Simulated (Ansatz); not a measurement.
**Simulated XPS, UPS and emission spectra of ZrO2**

Wanted: projected DOS of ZrO2, weighted into photoemission and X-ray emission spectra, at several levels of theory.

Main program and level: Ansatz 0.2.0; DFT, r2SCAN, plane-wave PAW, default files, scalar-relativistic, in the first sound run; inputs show where later runs differ.

This is a report of a sequence of runs, with most program output left out.

**1. Starting point**

The structure is orthorhombic, space group Pca2_1 (No. 29). Conventional cell: a = 5.260 Å, b = 5.068 Å, c = 5.077 Å, α = 90.00°, β = 90.00°, γ = 90.00°. Nearest to Zr lie 7 O at 2.05 to 2.26 Å. Nearest to O lie 4 Zr at 2.11 to 2.26 Å. Nearest to O lie 3 Zr at 2.05 to 2.15 Å. Farther neighbours and most contacts between anions are not listed.

**2. Self-consistent run, DOS and bands**

First the ground state, then the DOS by atom and shell, which the cross sections turn into spectra. The DOS is taken on a denser mesh than the density.

File input.yaml:

```yaml
crystal:
  lattice:
    - [5.26, 0.0, 0.0]
    - [0.0, 5.068, 0.0]
    - [0.0, 0.0, 5.077]
  atoms:
    - { symbol: Zr, position: [0.53, 0.733, 0.25] }
    - { symbol: Zr, position: [0.47, 0.267, 0.75] }
    - { symbol: Zr, position: [0.03, 0.267, 0.25] }
    - { symbol: Zr, position: [0.97, 0.733, 0.75] }
    - { symbol: O, position: [0.729, 0.463, 0.5] }
    - { symbol: O, position: [0.271, 0.537, 0.0] }
    - { symbol: O, position: [0.229, 0.537, 0.5] }
    - { symbol: O, position: [0.771, 0.463, 0.0] }
    - { symbol: O, position: [0.861, 0.932, 0.394] }
    - { symbol: O, position: [0.139, 0.068, 0.894] }
    - { symbol: O, position: [0.361, 0.068, 0.394] }
    - { symbol: O, position: [0.639, 0.932, 0.894] }
kpoints:
  mp_grid: { grid: [4, 6, 6] }
  band_path:
    path:
      - [0.0, 0.0, 0.0]
      - [0.5, 0.0, 0.0]
      - [0.5, 0.5, 0.0]
      - [0.0, 0.5, 0.0]
      - [0.0, 0.0, 0.0]
      - [0.0, 0.0, 0.5]
      - [0.5, 0.0, 0.5]
      - [0.5, 0.5, 0.5]
      - [0.0, 0.5, 0.5]
      - [0.0, 0.0, 0.5]
    npoints: 10
scf:
  occupations: { method: fermi_dirac, width: 0.02 }
  n_extra_bands: 28
hamiltonian:
  xc: r2scan
  pseudopotentials: { kind: paw }
output:
  forces: true
  stress: true
  dos:
    projected: true
    de: 0.05
    e_range: [-28, 12]
    nscf_kmesh: { grid: [8, 8, 8] }
  fatbands: true
```

On the command line:

```console
$ ansatz run input.yaml --threads 4 --pin off --max-ram 12288MiB --backend cpu --events-out ev --progress --plain --runs-dir out
```

The job ended after 64 s (4 threads of Intel Xeon Platinum 8488C (Sapphire Rapids), shared host; peak memory 1.4 GiB).

Numbers from this step:

| Item | Value |
| --- | --- |
| free energy | -21352.6848 eV |
| Fermi energy | 13.14 eV |
| symmetry operations | 4 |
| pressure | 2.532 GPa |
| gap on the k-mesh | 4.395 eV |
| zero of energy | valence-band maximum |
| share of occupied states in no projected shell | 0.006 of the occupied states in the window |
| gap on the path | 4.399 eV |
| least direct gap on the path | 4.517 eV |
| valence top on path | 0 eV |

The electronic bands at the labelled points (eV, zero at the valence-band maximum; v1 is the highest filled band, c1 the lowest empty one):

| point | v4 | v3 | v2 | v1 | c1 | c2 | c3 | c4 |
| --- | --- | --- | --- | --- | --- | --- | --- | --- |
| Γ | -0.79 | -0.31 | -0.14 | 0.00 | 4.92 | 4.95 | 5.14 | 5.47 |
| halfway | -0.71 | -0.54 | -0.39 | -0.28 | 4.99 | 5.03 | 5.28 | 5.45 |
| X | -0.68 | -0.68 | -0.46 | -0.46 | 5.08 | 5.08 | 5.45 | 5.45 |
| halfway | -0.68 | -0.68 | -0.51 | -0.51 | 4.85 | 4.85 | 5.25 | 5.25 |
| S | -0.77 | -0.77 | -0.50 | -0.50 | 4.72 | 4.72 | 4.96 | 4.96 |
| halfway | -0.77 | -0.71 | -0.44 | -0.23 | 4.53 | 4.83 | 4.83 | 5.36 |
| Y | -0.77 | -0.43 | -0.19 | -0.12 | 4.40 | 4.84 | 4.96 | 5.43 |
| halfway | -0.78 | -0.62 | -0.20 | -0.07 | 4.68 | 5.03 | 5.13 | 5.17 |
| Γ | -0.79 | -0.31 | -0.14 | 0.00 | 4.92 | 4.95 | 5.14 | 5.47 |
| halfway | -0.79 | -0.36 | -0.22 | -0.13 | 4.67 | 4.93 | 5.02 | 5.31 |
| Z | -0.40 | -0.40 | -0.27 | -0.27 | 4.56 | 4.56 | 5.06 | 5.06 |
| halfway | -0.50 | -0.50 | -0.46 | -0.46 | 4.68 | 4.68 | 5.20 | 5.20 |
| U | -0.73 | -0.73 | -0.73 | -0.73 | 5.02 | 5.02 | 5.02 | 5.02 |
| halfway | -0.86 | -0.86 | -0.59 | -0.59 | 4.64 | 4.64 | 5.05 | 5.05 |
| R | -0.85 | -0.85 | -0.85 | -0.85 | 4.59 | 4.59 | 4.59 | 4.59 |
| halfway | -0.92 | -0.92 | -0.53 | -0.53 | 4.44 | 4.44 | 4.74 | 4.74 |
| T | -0.96 | -0.96 | -0.39 | -0.39 | 4.48 | 4.48 | 4.78 | 4.78 |
| halfway | -0.71 | -0.71 | -0.29 | -0.29 | 4.46 | 4.46 | 5.00 | 5.00 |
| Z | -0.40 | -0.40 | -0.27 | -0.27 | 4.56 | 4.56 | 5.06 | 5.06 |

Of the projections kept (Zr d, O p, not projected), the largest for each band there; the rest of the weight can lie on other orbitals:

| point | v4 | v3 | v2 | v1 | c1 | c2 | c3 | c4 |
| --- | --- | --- | --- | --- | --- | --- | --- | --- |
| Γ | O p 0.88 | O p 0.97 | O p 0.96 | O p 0.98 | Zr d 0.96 | Zr d 0.83 | Zr d 0.91 | Zr d 0.97 |
| X | O p 0.91 | O p 0.91 | O p 0.96 | O p 0.96 | Zr d 0.89 | Zr d 0.89 | Zr d 0.82 | Zr d 0.82 |
| S | O p 0.93 | O p 0.93 | O p 0.94 | O p 0.94 | Zr d 0.82 | Zr d 0.82 | Zr d 0.89 | Zr d 0.89 |
| Y | O p 0.96 | O p 0.95 | O p 0.97 | O p 0.95 | Zr d 0.97 | Zr d 0.85 | Zr d 0.85 | Zr d 0.78 |
| Γ | O p 0.88 | O p 0.97 | O p 0.96 | O p 0.98 | Zr d 0.96 | Zr d 0.83 | Zr d 0.91 | Zr d 0.97 |
| Z | O p 0.95 | O p 0.95 | O p 0.95 | O p 0.95 | Zr d 0.88 | Zr d 0.88 | Zr d 0.94 | Zr d 0.94 |

The DOS has structure finer than the step of the table below, so its rows give means over 1 eV, whole bins alone (the curve runs from -20.2 to 14.2 eV). Peaks (eV: height): total -17.5: 17.6, -16.7: 23.7, -4.2: 15.6, -2.2: 14.5; O 2p -2.2: 12.1, -1.9: 11.6, -1.4: 12.3, -0.7: 12.1; Zr 4d 5.1: 10.0, 5.6: 7.58, 6.1: 10.7, 8.1: 7.89; Zr 5s -18.0: 0.803, -16.9: 0.710, 11.6: 1.11, 12.3: 0.922; Zr 5p -17.5: 0.603, -16.7: 1.53.

Table of DOS by E, zero at the valence-band maximum; means over each step; values in states/eV/cell:

```csv
E (eV),total,O 2p,Zr 4d,Zr 5s,Zr 5p,O 2s
-19,0.117,2.0e-4,4.6e-4,0.0384,0.00259,0.0755
-18,5.89,0.0180,0.612,0.529,0.234,4.49
-17,9.92,0.0186,0.889,0.247,0.592,8.15
-16,0.0726,1.4e-4,0.00258,8.0e-4,0.00615,0.0626
-15,0,0,0,0,0,0
-14,0,0,0,0,0,0
-13,0,0,0,0,0,0
-12,0,0,0,0,0,0
-11,0,0,0,0,0,0
-10,0,0,0,0,0,0
-9,0,0,0,0,0,0
-8,0,0,0,0,0,0
-7,0,0,0,0,0,0
-6,0,0,0,0,0,0
-5,4.53,3.15,1.17,0.145,0.0435,0.0181
-4,10.1,7.26,2.45,0.202,0.110,0.0589
-3,8.80,7.02,1.30,0.216,0.103,0.0927
-2,10.4,8.86,1.15,0.113,0.117,0.0841
-1,11.1,10.0,0.698,0.0523,0.106,0.0556
0,3.04,2.89,0.0927,0.00646,0.0141,0.00894
1,0,0,0,0,0,0
2,0,0,0,0,0,0
3,0,0,0,0,0,0
4,0.561,0.0432,0.501,0.00406,4.3e-4,0.00468
5,8.32,0.782,7.26,0.0551,0.00735,0.0842
6,8.63,1.11,6.92,0.0813,0.00888,0.267
7,6.47,0.916,4.86,0.0763,0.00905,0.373
8,6.36,1.09,4.28,0.204,0.0101,0.492
9,6.02,1.31,3.75,0.312,0.0104,0.349
10,4.74,1.26,2.74,0.334,0.00619,0.151
11,1.55,0.202,0.211,0.737,0.00303,0.103
12,2.44,0.173,0.142,0.883,0.00194,0.0655
13,2.38,0.0895,0.0735,0.478,0.00108,0.0190
```

Simulated valence spectra by photon energy, shown to 13 eV, since a deeper line would dwarf them at some energies; the 100 % can be that line's tail at the edge; this run's widths, added to any smearing of the DOS itself: Gaussian 0.2 eV, Lorentzian 0.2 eV plus 0.05 an eV of depth. Table of intensity by binding energy, zero at the valence-band maximum; values in % of the maximum within 13 eV:

| binding energy (eV) | 21.2 eV | 100 eV | 1253.6 eV | 1486.7 eV | 5950 eV |
| --- | --- | --- | --- | --- | --- |
| -1.0 | 2.74 | 2.79 | 2.22 | 2.20 | 2.39 |
| -0.5 | 4.94 | 5.13 | 3.57 | 3.49 | 3.48 |
| 0.0 | 20.0 | 21.9 | 11.6 | 11.1 | 9.14 |
| 0.5 | 81.8 | 89.4 | 46.6 | 44.5 | 34.8 |
| 1.0 | 90.7 | 95.0 | 57.3 | 55.3 | 47.1 |
| 1.5 | 98.0 | 98.4 | 67.4 | 65.6 | 58.9 |
| 2.0 | 95.6 | 91.5 | 72.0 | 70.7 | 67.8 |
| 2.5 | 82.2 | 75.9 | 66.7 | 65.9 | 69.0 |
| 3.0 | 80.2 | 71.4 | 68.6 | 68.1 | 74.1 |
| 3.5 | 83.4 | 68.2 | 76.6 | 76.3 | 80.3 |
| 4.0 | 90.6 | 68.1 | 88.7 | 88.6 | 90.3 |
| 4.5 | 91.3 | 65.5 | 91.9 | 91.9 | 93.1 |
| 5.0 | 45.0 | 32.7 | 45.9 | 46.0 | 50.1 |
| 5.5 | 11.9 | 8.96 | 12.5 | 12.6 | 14.2 |
| 6.0 | 5.18 | 4.10 | 5.84 | 5.91 | 7.10 |
| 6.5 | 3.07 | 2.56 | 3.86 | 3.92 | 5.10 |
| 7.0 | 2.09 | 1.84 | 2.99 | 3.07 | 4.31 |
| 7.5 | 1.53 | 1.43 | 2.57 | 2.65 | 4.00 |
| 8.0 | 1.17 | 1.19 | 2.36 | 2.46 | 3.94 |
| 8.5 | 0.934 | 1.03 | 2.29 | 2.40 | 4.05 |
| 9.0 | 0.764 | 0.930 | 2.31 | 2.43 | 4.28 |
| 9.5 | 0.637 | 0.872 | 2.41 | 2.55 | 4.64 |
| 10.0 | 0.540 | 0.845 | 2.59 | 2.75 | 5.14 |
| 10.5 | 0.465 | 0.847 | 2.85 | 3.03 | 5.79 |
| 11.0 | 0.404 | 0.876 | 3.20 | 3.42 | 6.64 |
| 11.5 | - | 0.936 | 3.68 | 3.94 | 7.74 |
| 12.0 | - | 1.03 | 4.33 | 4.64 | 9.21 |
| 12.5 | - | 1.18 | 5.21 | 5.59 | 11.2 |

Maxima picked by a test of local sharpness, so broad peaks and shoulders can be missing; peaks within 0.45 eV of a curve's cut are left out. Valence peaks, by row:

```csv
photon energy (eV),binding energy (eV),height (% of the maximum within 13 eV),main shell,its share (%)
21.2,4.275,100,O 2p,58.03
21.2,2.725,82.81,O 2p,74.15
21.2,1.925,96.22,O 2p,79
21.2,1.475,98.69,O 2p,82.99
21.2,0.8248,93.88,O 2p,88.16
100,16.92,47.87,O 2s,97.95
100,4.275,72.31,O 2p,95.58
100,1.425,99.65,O 2p,98.24
100,0.7748,100,O 2p,98.8
1254,16.92,249.9,O 2s,92.01
1254,4.275,100,Zr 4d,70.44
1254,2.775,68.95,Zr 4d,52.48
1254,2.075,72.24,Zr 4d,48.39
1254,1.525,67.66,O 2p,50.55
1487,16.92,269.1,O 2s,92.18
1487,4.275,100,Zr 4d,71.74
1487,2.775,68.37,Zr 4d,53.91
1487,2.125,71.04,Zr 4d,50.38
5950,16.92,547.9,O 2s,92.98
5950,4.325,100,Zr 4d,64.79
5950,2.225,70.93,Zr 4d,45.7
```

The intensity has structure finer than the step of the table below, so its rows give means over 1 eV, whole bins alone (the curve runs from -20.2 to 1.45 eV). Peaks (eV: height): Zr L-beta2 -17.2: 26.6, -4.0: 100.0; O K -0.7: 99.8; O K, E along x -4.3: 72.0, -1.9: 95.6, -0.4: 95.3; O K, E along y -0.7: 113; O K, E along z -0.9: 111.

Shapes are the site's partial DOS without matrix elements, which overweights lines from ligand s bands. The intensity by emission energy less the core level's binding energy, zero at the valence-band maximum; means over each step; values in % of the unpolarised maximum:

```
emission energy less the core level's binding energy (eV)  Zr L-beta2    O K  O K, E along x  O K, E along y  O K, E along z
                                                      -19        11.2  0.101          0.0972           0.103           0.102
                                                      -18        21.5  0.187           0.176           0.190           0.196
                                                      -17        25.1  0.217           0.209           0.228           0.213
                                                      -16        15.9  0.152           0.150           0.157           0.148
                                                      -15        8.15  0.136           0.135           0.137           0.135
                                                      -14        5.01  0.153           0.153           0.153           0.153
                                                      -13        3.82  0.182           0.182           0.182           0.182
                                                      -12        3.46  0.224           0.225           0.224           0.225
                                                      -11        3.60  0.286           0.287           0.285           0.287
                                                      -10        4.21  0.380           0.382           0.378           0.381
                                                       -9        5.47  0.534           0.537           0.530           0.535
                                                       -8        7.99  0.816           0.822           0.806           0.818
                                                       -7        13.6   1.45            1.47            1.42            1.46
                                                       -6        29.1   3.91            4.00            3.71            4.02
                                                       -5        69.1   32.9            34.8            29.4            34.6
                                                       -4        97.6   66.5            64.8            72.8            62.0
                                                       -3        84.7   70.2            68.6            70.6            71.3
                                                       -2        68.0   88.2            91.4            82.9            90.2
                                                       -1        46.1   96.4            86.6            98.3             104
                                                        0        22.9   33.7            42.6            33.3            25.3
```

Window up to 14.2 eV. Shell moments, by row:

```
element  shell  occupied states an atom  centre of occupied part (eV)  rms width of occupied part (eV)  centre up to the window's top (eV)  rms width up to the window's top (eV)
     Zr     5s                   0.3872                        -10.89                            7.223                                 3.8                                  11.07
     Zr     5p                    0.332                        -11.75                            7.054                              -10.92                                   7.97
     Zr     4d                    2.089                        -5.805                            5.494                               4.232                                  6.019
      O     2s                    1.637                        -16.87                             2.31                              -13.69                                  8.618
      O     2p                    4.907                        -2.403                            1.462                             -0.8306                                  4.032
```

Shapes are the site's partial DOS without matrix elements, which overweights lines from ligand s bands. Emission peaks, by row:

| line | energy (eV) | height (%) |
| --- | --- | --- |
| Zr L-beta2 | -17.27 | 26.6 |
| Zr L-beta2 | -4.025 | 100 |
| O K | -4.275 | 69.77 |
| O K | -1.425 | 98.48 |
| O K | -0.7748 | 100 |
| O K, E along x | -4.325 | 72.1 |
| O K, E along x | -1.925 | 95.7 |
| O K, E along x | -1.475 | 95.39 |
| O K, E along x | -0.4248 | 95.99 |
| O K, E along y | -4.175 | 77.41 |
| O K, E along y | -2.075 | 85.26 |
| O K, E along y | -1.425 | 90.4 |
| O K, E along y | -0.7248 | 113.3 |
| O K, E along z | -4.375 | 61.75 |
| O K, E along z | -2.825 | 73.4 |
| O K, E along z | -1.425 | 110.1 |
| O K, E along z | -0.9748 | 110.9 |

Recipe: projected DOS times atomic cross section and asymmetry factor (linear light, 54.7° from the polarisation), occupied states only, Fermi edge at 20 K, a Lorentzian width of 0.2 eV growing by 0.05 eV per eV of binding energy, and a resolution of 0.2 eV. Curves are cut 10 eV under the photon energy, above any shell that the free atom's threshold puts out of reach, or at the lower edge of the window: 11.2 eV at 21.2 eV, 20.3 eV at 100 eV, 20.3 eV at 1253.6 eV, 20.3 eV at 1486.7 eV and 20.3 eV at 5950 eV. Matrix elements of the solid and inelastic losses aren't modelled, nor non-dipole terms, which matter above 3 keV.

Share of each shell in the spectrum's area (%), by photon energy:

| shell | 21.2 eV | 100 eV | 1253.6 eV | 1486.7 eV | 5950 eV |
| --- | --- | --- | --- | --- | --- |
| Zr 5s | 0.0 | 0.2 | 1.5 | 1.7 | 7.2 |
| Zr 4d | 26.2 | 1.6 | 24.4 | 23.8 | 12.8 |
| O 2s | 0.0 | 22.7 | 59.3 | 61.3 | 74.9 |
| O 2p | 73.7 | 75.4 | 14.2 | 12.5 | 3.9 |

Cross sections used, in Mb an electron:

```
shell  21.2 eV  100 eV  1253.6 eV  1486.7 eV  5950 eV
Zr 5s    0.033   0.016     3.0e-4     2.2e-4   1.5e-5
Zr 4d      5.5   0.029     9.3e-4     5.6e-4   4.9e-6
 O 2s        -    0.26     0.0015     9.4e-4   1.8e-5
 O 2p      2.7    0.29     1.2e-4     6.3e-5   3.1e-7
```

At this level the gap is 4.40 eV on the path.

**3. With spin–orbit coupling**

This step: DFT, r2SCAN, plane-wave PAW, default files, with spin-orbit coupling (Ansatz 0.2.0).

Spin–orbit coupling splits and shifts levels of heavy atoms, so the bands are solved again with spinors.

input.yaml, as its differences from that of step 2:

```diff
@@ -35,6 +35,6 @@
   occupations: { method: fermi_dirac, width: 0.02 }
-  n_extra_bands: 28
+  n_extra_bands: 56
 hamiltonian:
   xc: r2scan
-  pseudopotentials: { kind: paw }
+  pseudopotentials: { kind: paw_fr }
 output:
@@ -47,2 +47,6 @@
     nscf_kmesh: { grid: [8, 8, 8] }
+    method: { smearing: { sigma: 0.08, scheme: gaussian } }
   fatbands: true
+magnetization:
+  noncollinear: true
+  spin_orbit: true
```

Run time: 8.1 min. Hardware: 4 threads; peak memory 4 GiB; 32 min of CPU time.

Numbers from this step:

```yaml
free_energy: -21332.3588 eV
pressure: 2.527 GPa
gap_on_the_k_mesh: 4.388 eV
share_of_occupied_states_in_no_projected_shell: 0.0056 of the occupied states in the window
gap_on_the_path: 4.400 eV
least_direct_gap_on_the_path: 4.511 eV
```

Electronic bands along the path, in eV, zero at the valence-band maximum; v1 is the highest filled band, c1 the lowest empty one:

```csv
point,v4,v3,v2,v1,c1,c2,c3,c4
Γ,-0.14,-0.14,0.00,0.00,4.92,4.92,4.96,4.96
halfway,-0.39,-0.38,-0.28,-0.28,4.98,4.99,5.03,5.04
X,-0.46,-0.46,-0.45,-0.45,5.08,5.08,5.08,5.08
halfway,-0.52,-0.52,-0.50,-0.50,4.84,4.84,4.86,4.86
S,-0.51,-0.51,-0.49,-0.49,4.71,4.71,4.73,4.73
halfway,-0.44,-0.44,-0.24,-0.22,4.53,4.53,4.80,4.81
Y,-0.19,-0.19,-0.12,-0.12,4.40,4.40,4.83,4.83
halfway,-0.20,-0.20,-0.07,-0.07,4.68,4.68,5.03,5.03
Γ,-0.14,-0.14,0.00,0.00,4.92,4.92,4.96,4.96
halfway,-0.22,-0.22,-0.13,-0.13,4.67,4.67,4.93,4.93
Z,-0.26,-0.26,-0.26,-0.26,4.56,4.56,4.56,4.56
halfway,-0.45,-0.45,-0.45,-0.45,4.67,4.67,4.70,4.70
U,-0.72,-0.72,-0.72,-0.72,4.99,4.99,5.02,5.02
halfway,-0.59,-0.59,-0.59,-0.59,4.63,4.63,4.65,4.65
R,-0.84,-0.84,-0.84,-0.84,4.58,4.58,4.59,4.59
halfway,-0.54,-0.54,-0.53,-0.53,4.43,4.43,4.45,4.45
T,-0.39,-0.39,-0.39,-0.39,4.48,4.48,4.48,4.48
halfway,-0.30,-0.30,-0.28,-0.28,4.44,4.44,4.47,4.47
Z,-0.26,-0.26,-0.26,-0.26,4.56,4.56,4.56,4.56
```

Of the projections kept (Zr d, O p, not projected), the largest for each band there; the rest of the weight can lie on other orbitals:

| point | v4 | v3 | v2 | v1 | c1 | c2 | c3 | c4 |
| --- | --- | --- | --- | --- | --- | --- | --- | --- |
| Γ | O p 0.96 | O p 0.96 | O p 0.98 | O p 0.98 | Zr d 0.94 | Zr d 0.94 | Zr d 0.86 | Zr d 0.86 |
| X | O p 0.96 | O p 0.96 | O p 0.96 | O p 0.96 | Zr d 0.89 | Zr d 0.89 | Zr d 0.89 | Zr d 0.89 |
| S | O p 0.94 | O p 0.94 | O p 0.94 | O p 0.94 | Zr d 0.82 | Zr d 0.82 | Zr d 0.82 | Zr d 0.82 |
| Y | O p 0.97 | O p 0.97 | O p 0.95 | O p 0.95 | Zr d 0.97 | Zr d 0.97 | Zr d 0.85 | Zr d 0.85 |
| Γ | O p 0.96 | O p 0.96 | O p 0.98 | O p 0.98 | Zr d 0.94 | Zr d 0.94 | Zr d 0.86 | Zr d 0.86 |
| Z | O p 0.95 | O p 0.95 | O p 0.95 | O p 0.95 | Zr d 0.88 | Zr d 0.88 | Zr d 0.88 | Zr d 0.88 |

Simulated valence spectra by photon energy, shown to 13 eV, since a deeper line would dwarf them at some energies; the 100 % can be that line's tail at the edge; this run's widths, added to any smearing of the DOS itself: Gaussian 0.3 eV, Lorentzian 0.1 eV. The intensity by binding energy, zero at the valence-band maximum; values in % of the maximum within 13 eV:

| binding energy (eV) | 21.2 eV | 150 eV | 400 eV | 1486.7 eV | 8047.8 eV |
| --- | --- | --- | --- | --- | --- |
| -1.0 | 0.880 | 1.03 | 0.806 | 0.582 | 0.658 |
| -0.5 | 1.73 | 2.06 | 1.54 | 1.02 | 1.04 |
| 0.0 | 14.2 | 17.6 | 12.0 | 6.53 | 5.16 |
| 0.5 | 71.6 | 87.6 | 61.0 | 35.0 | 28.1 |
| 1.0 | 79.4 | 93.9 | 69.6 | 44.7 | 40.3 |
| 1.5 | 86.8 | 99.5 | 77.9 | 54.6 | 52.2 |
| 2.0 | 84.7 | 93.6 | 78.2 | 60.0 | 62.3 |
| 2.5 | 70.7 | 76.5 | 67.0 | 55.0 | 66.5 |
| 3.0 | 68.2 | 72.0 | 65.5 | 56.2 | 72.2 |
| 3.5 | 72.9 | 71.5 | 71.2 | 65.5 | 76.4 |
| 4.0 | 81.6 | 74.4 | 81.3 | 79.6 | 84.9 |
| 4.5 | 89.7 | 78.6 | 89.7 | 90.1 | 92.7 |
| 5.0 | 38.7 | 34.3 | 38.9 | 39.5 | 50.3 |
| 5.5 | 3.30 | 3.01 | 3.34 | 3.37 | 4.32 |
| 6.0 | 1.15 | 1.10 | 1.19 | 1.19 | 1.58 |
| 6.5 | 0.684 | 0.684 | 0.733 | 0.754 | 1.09 |
| 7.0 | 0.469 | 0.488 | 0.527 | 0.562 | 0.889 |
| 7.5 | 0.347 | 0.377 | 0.415 | 0.463 | 0.801 |
| 8.0 | 0.270 | 0.307 | 0.347 | 0.407 | 0.767 |
| 8.5 | 0.217 | 0.261 | 0.306 | 0.378 | 0.767 |
| 9.0 | 0.178 | 0.230 | 0.280 | 0.367 | 0.793 |
| 9.5 | 0.150 | 0.209 | 0.267 | 0.368 | 0.840 |
| 10.0 | 0.128 | 0.196 | 0.263 | 0.381 | 0.910 |
| 10.5 | 0.110 | 0.189 | 0.267 | 0.406 | 1.01 |
| 11.0 | 0.0964 | 0.189 | 0.281 | 0.444 | 1.13 |
| 11.5 | - | 0.194 | 0.304 | 0.498 | 1.30 |
| 12.0 | - | 0.207 | 0.339 | 0.573 | 1.52 |
| 12.5 | - | 0.229 | 0.392 | 0.677 | 1.82 |

Spectra as before, but with a recipe of its own (widths, and in some runs the light), which changes peak heights and what is resolved: Gaussian 0.3 eV, Lorentzian 0.1 eV plus 0 times the binding energy, unpolarised light, analyser at 90°, Fermi edge at 77 K; some photon energies differ too.

The two runs compared:

```
                         quantity  this run  base run  difference
             gap on the path (eV)    4.4004    4.3993     0.00110
least direct gap on the path (eV)    4.5114    4.5167    -0.00530
           gap on the k-mesh (eV)    4.3877    4.3953    -0.00755
```

[end of part 1 of 2]

[Logs are printed without paths, hosts, clocks, repeated set-up lines and the standing remarks that a program may print on its own settings, such as how far it seeks lower states.]

[Hosts, paths, dates, database ids (printed as entryN), source tags and the programs' standing remarks are cut or masked in the printed files.]

[Maps of the electrostatic potential energy from Ansatz leave out the sawtooth potential of an applied field or a dipole correction, so their vacuum need not be flat; work functions include it.]

[Peak lists hold at most the 14 tallest peaks of each spectrum; further lines can be left out.]
